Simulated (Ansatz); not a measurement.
I need a calculation of the dielectric tensor and Born charges of BeTe, space group F-43m. Use Ansatz 0.2.0, Python API. Settings: LDA, PAW, cutoff 530 eV, 7×7×7 k-points, fixed occupations.

```xyz
2
Lattice="0.0000 2.7700 2.7700 2.7700 0.0000 2.7700 2.7700 2.7700 0.0000" Properties=species:S:1:pos:R:3 pbc="T T T"
Be    0.0000    0.0000    0.0000
Te    1.3850    1.3850    1.3850
```

Script `bete.py`:
```python
"""Response of BeTe to an electric field."""

import warnings

import ansatz as az
import numpy as np

params = {
    "xc": "LDA",
    "cutoff": 530,
    "kmesh": (7, 7, 7),
    "extra_bands": 16,
    "occupations": "fixed",
}


def main() -> None:
    warnings.simplefilter("ignore", az.DeckWarning)

    lattice = az.Lattice.of(
        (0.0, 2.77, 2.77),
        (2.77, 0.0, 2.77),
        (2.77, 2.77, 0.0),
    )
    sites = [
        ("Be", (0.0, 0.0, 0.0)),
        ("Te", (0.25, 0.25, 0.25)),
    ]
    structure = az.Crystal(lattice=lattice)
    for symbol, position in sites:
        structure = structure.atom(symbol, position)

    # an insulator: whole occupations
    base = (
        structure.calculation()
        .functional(params["xc"])
        .basis(params["cutoff"], density_ratio=6)
        .kpoints(*params["kmesh"], center="gamma")
        .scf(extra_bands=params["extra_bands"])
        .occupations(params["occupations"])
        .dielectric()
    )
    out = base.run(threads=1)
    response = out.dielectric
    eps = np.asarray(response.eps_inf)

    print("eps_inf")
    print(np.round(eps, 3) + 0.0)
    for index, (site, z) in enumerate(zip(out.lattice.sites, response.zstar_e)):
        print("Born charge tensor of", site.symbol, index)
        print(np.round(z, 3) + 0.0)
    print(f"charge neutrality missed by {response.zstar_sum_residual_pre_e:.4f} e before the sum rule")


if __name__ == "__main__":
    main()
```

Output of `python bete.py`:
```text
eps_inf
[[7.513 0.    0.   ]
 [0.    7.513 0.   ]
 [0.    0.    7.513]]
Born charge tensor of Be 0
[[1.233 0.    0.   ]
 [0.    1.233 0.   ]
 [0.    0.    1.233]]
Born charge tensor of Te 1
[[-1.233  0.     0.   ]
 [ 0.    -1.233  0.   ]
 [ 0.     0.    -1.233]]
charge neutrality missed by 0.0000 e before the sum rule
```

Reading the output:
- These settings explore the input space; cutoff and mesh may be short of convergence.
- Under fixed occupations the level called the Fermi level is the highest filled one on the SCF mesh; off the mesh a filled band can lie a little above it.
- Of the deposited cell: the entry's cell lengths or inner coordinates differ somewhat from later room-temperature determinations.
- The structure is a deposited one; some such entries were measured under pressure or heat, so a shift against it needn't be the functional's error alone.
- This is the electronic (clamped-ion) response; a semilocal gap that is too small tends to raise it. The typed mesh is that of the SCF; the response is solved on denser meshes that the run picks.
- Run time: 45 s on 1 thread of Arm Neoverse V1, with other jobs on the host, peak memory 0.58 GiB.
